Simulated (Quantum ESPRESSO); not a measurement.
# ZrC under changes of volume

One of the cells (13.228 Å³/atom); the others are scaled copies at fixed shape and fractional positions:

```
Zr C
1.0
     0.00000    2.36500    2.36500
     2.36500    0.00000    2.36500
     2.36500    2.36500    0.00000
Zr C
1 1
Direct
  0.50000 0.50000 0.50000
  0.00000 0.00000 0.00000
```

| Property | Result |
| --- | --- |
| Program | Quantum ESPRESSO 7.5 |
| Functional | PBEsol |
| Potentials or basis | PseudoDojo 0.4.1 SR PBEsol standard |
| Cutoff | 1116 eV |
| Density cutoff | 4463 eV |
| k mesh | 10 × 10 × 10 |
| Occupations | fermi-dirac, width 0.05 eV |
| Spin | no spin polarisation |

```csv
volume (Å³/atom),energy over the lowest point (meV/atom),pressure (GPa)
12.434,?,?
12.699,0.00,0.7
12.963,2.76,-4.0
13.228,12.92,-8.3
13.493,29.73,-12.1
13.757,52.55,-15.6
14.022,80.76,-18.7
```

Question: What does the run at 12.434 Å³/atom give?

Answer: Energy over the lowest point 5.45 meV/atom; pressure 5.9 GPa.

Worked out: A Birch-Murnaghan fit of order 3 (a polynomial in V^(-2/3)) to the other rows has its minimum at 12.74 Å³/atom with B0 = V·E''(V) = 236 GPa and B' = 4.1. It gives 5.48 meV/atom at 12.434 Å³/atom, against the run's 5.45, and -dE/dV = 6.0 GPa, against 5.9.

Energies are extrapolated to zero smearing.
